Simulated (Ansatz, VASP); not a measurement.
**Cu in VASP and in Ansatz**

The input INCAR:

```
SYSTEM = Cu
ALGO     = Fast           ! electronic algorithm
EDIFF    = 1E-7           ! SCF threshold, eV
ENCUT    = 520            ! plane-wave cutoff, eV
GGA      = PS             ! functional
ISIF     = 2              ! what is computed and relaxed
ISMEAR   = 0              ! smearing method
LASPH    = .TRUE.         ! aspherical terms in the spheres
LCHARG   = .FALSE.        ! write CHGCAR
LREAL    = .FALSE.        ! projectors in reciprocal space
LWAVE    = .FALSE.        ! write WAVECAR
NBANDS   = 18             ! bands
NELM     = 60             ! most SCF steps
PREC     = Accurate       ! precision mode
SIGMA    = 0.15           ! smearing width, eV
```

Contents of KPOINTS:

```
k-points
0
G
  24 24 12
  0 0 0
```

The input POSCAR:

```
Cu
1.0
    2.5340966698      0.0000000000      0.0000000000
   -1.2670483349      2.1945920917      0.0000000000
    0.0000000000      0.0000000000      4.1331338550
Cu
2
Direct
    0.3333333333      0.6666666667      0.2500000000
    0.6666666667      0.3333333333      0.7500000000
```

Input for Ansatz:

```yaml
crystal:
  lattice:
    - [2.5340966698, 0.0, 0.0]
    - [-1.2670483349, 2.1945920917, 0.0]
    - [0.0, 0.0, 4.133133855]
  atoms:
    - { symbol: Cu, position: [0.3333333333, 0.6666666667, 0.25] }
    - { symbol: Cu, position: [0.6666666667, 0.3333333333, 0.75] }
basis:
  ecutwfc: 420
kpoints:
  mp_grid: { grid: [24, 24, 12] }
hamiltonian:
  xc: pbesol
scf:
  occupations: { method: gaussian, width: 0.15 }
output:
  forces: true
  stress: true
  eigenvalues: true
```

Change from the starting cell: strain +0.0050 x Voigt [0, 0, 1, 0, 0, 0], atoms carried along.

Alike in both runs: task single point; functional PBEsol; k mesh 24 × 24 × 12; occupations gaussian, width 0.15 eV; no spin polarisation.

```csv
,VASP,Ansatz
version,VASP 6.6.1,Ansatz 0.2.0
potentials or method,"VASP PAW PBE potentials, release 64 (Cu)","scalar-relativistic, plane waves, PAW"
plane-wave cutoff (eV),520,420
valence electrons in the cell,22,38
```

Ansatz gave:

- gap on the k mesh at the Fermi level (eV): none
- pressure (GPa): -2.4
- largest component of the traceless stress (GPa): 0.65

Question: What did VASP give for the same quantities?

Answer: gap on the k mesh at the Fermi level (eV): none; pressure (GPa): -1.6; largest component of the traceless stress (GPa): 0.65.

A gap of «none» marks a metal or a gap that the smearing closes. The functional is the same, so the differences come from potentials, cutoffs and numerics. The two sets of potentials don't hold the same shells in valence.

Caveats: the PAW data sets were made with another functional, which shifts forces and pressure a little (VASP).
